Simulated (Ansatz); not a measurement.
# AlRu: relaxation of cell and atoms with LDA

AlRu:

```
Ru Al
1.0
     2.99160    0.00000    0.00000
     0.00000    2.99160    0.00000
     0.00000    0.00000    2.99160
Ru Al
1 1
Direct
  0.50000 0.50000 0.50000
  0.00000 0.00000 0.00000
```

* Program: Ansatz 0.2.0
* Task: relaxation of cell and atoms
* Functional: LDA
* Potentials or basis: Ansatz PAW
* Cutoff: 420 eV (not typed: the program's choice for these potentials)
* k mesh: 9 × 9 × 9
* Occupations: fermi-dirac, width 0.05 eV
* Spin: no spin polarisation

```
Relaxed volume                         : 12.88 Å³/atom
Relaxed cell                           : a = 2.954 Å, b = 2.954 Å, c = 2.954 Å, α = 90.00°, β = 90.00°, γ = 90.00°
Space group after relaxing (to 0.05 Å) : Pm-3m (No. 221)
Energy gained by relaxing              : 13.3 meV/atom
Ionic steps                            : 5
Pressure after relaxing                : 0.0 GPa
Band gap on the k mesh                 : none (metal or under the smearing width)
```

Step by step:
```csv
step,energy change (eV),largest force (eV/Å),volume (Å³)
1,0.0000,0.0000,26.77
2,-0.0248,0.0000,25.50
3,-0.0268,0.0000,25.79
4,-0.0269,0.0000,25.77
5,-0.0266,0.0000,25.77
```

Final structure:
```
Ru Al
1.0
     2.95369    0.00000    0.00000
     0.00000    2.95369    0.00000
     0.00000    0.00000    2.95369
Ru Al
1 1
Direct
  0.50000 0.50000 0.50000
  0.00000 0.00000 0.00000
```

Levels at points of the mesh, in eV from the Fermi level:
```
           k point  band 7  band 8  band 9  band 10  band 11  band 12  band 13  band 14
(0.00, 0.00, 0.00)   -3.72    0.26    0.26     0.26     6.29     6.29     6.29    11.29
```

Run time: 2.2 s on 2 threads of Arm Neoverse V2, on a shared host, peak memory 0.28 GiB.

Caveat: the plane-wave basis is chosen anew once the cell has moved, so the energies of steps on either side of that aren't comparable; the PAW data sets come from PBE, with cores solved anew for the run's functional, which leaves a small shift of forces and pressure. Zero-point motion and thermal expansion aren't in these numbers.
